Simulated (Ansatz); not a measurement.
All numbers below come from DFT PBE, scalar-relativistic, plane waves, PAW (Ansatz 0.2.0). All cells share a 420 eV cutoff and Γ-centred k meshes spaced about 0.3 Å⁻¹ or finer (0.25 for metals, 2π included). No spin polarisation.

Temperature and zero-point effects are left out.

Two relaxed structures of Al₆N:

A.

```
CELL_PARAMETERS angstrom
2.89301 0.00000 0.00000
-1.44651 2.50542 0.00000
0.00000 0.00000 13.86280
ATOMIC_POSITIONS crystal
Al 0.33333 0.66667 0.08734
Al 0.66667 0.33333 0.91266
Al 0.66667 0.33333 0.41614
Al 0.33333 0.66667 0.58386
Al 0.00000 0.00000 0.74747
Al 0.00000 0.00000 0.25253
N 0.00000 0.00000 0.00000
```

B.

```
CELL_PARAMETERS angstrom
2.98421 0.00000 0.00000
-1.49210 2.58440 0.00000
0.00000 0.00000 27.87827
ATOMIC_POSITIONS crystal
Al 0.66667 0.33333 0.67572
Al 0.00000 0.00000 0.75630
Al 0.33333 0.66667 0.83765
Al 0.33333 0.66667 0.59453
Al 0.33333 0.66667 0.09069
Al 0.66667 0.33333 0.18449
Al 0.00000 0.00000 0.99808
Al 0.00000 0.00000 0.27121
Al 0.66667 0.33333 0.91897
Al 0.66667 0.33333 0.43189
Al 0.00000 0.00000 0.51337
Al 0.33333 0.66667 0.35075
N 0.00000 0.00000 0.06628
N 0.33333 0.66667 0.15838
```

Question: Which form is favoured at zero pressure, and by what margin per atom?

Answer: B is lower, by 116 meV/atom. A has space group P-3m1 (No. 164), 14.4 Å³/atom and no gap on its mesh; B has space group P3m1 (No. 156), 15.4 Å³/atom and no gap. Counting Al atoms around N (those within 1.25 times the shortest such distance or 1.15 times the sum of covalent radii), A has N 6 and B has N 4. The lower one is the more open, so pressure narrows the difference. In A, Al on its first site has 3 N at 2.06 Å and 12 Al at 2.83–2.94 Å; Al on its second site has 12 Al at 2.82–2.89 Å; N is surrounded by 6 Al at 2.06 Å; 1 more site not described. In B, Al on its first site has 12 Al at 2.83–2.98 Å; around Al on its second site lie 12 Al at 2.83–2.98 Å; N on its first site has 4 Al at 1.85–1.90 Å; 11 more sites not described. Both come from trial cells of a structure search.

Trial moments fell under 0.15 μB along the way in P-3m1 and P3m1; another start might hold them. With atoms moved at random, B came back. A had no clear such test and can be a saddle point.
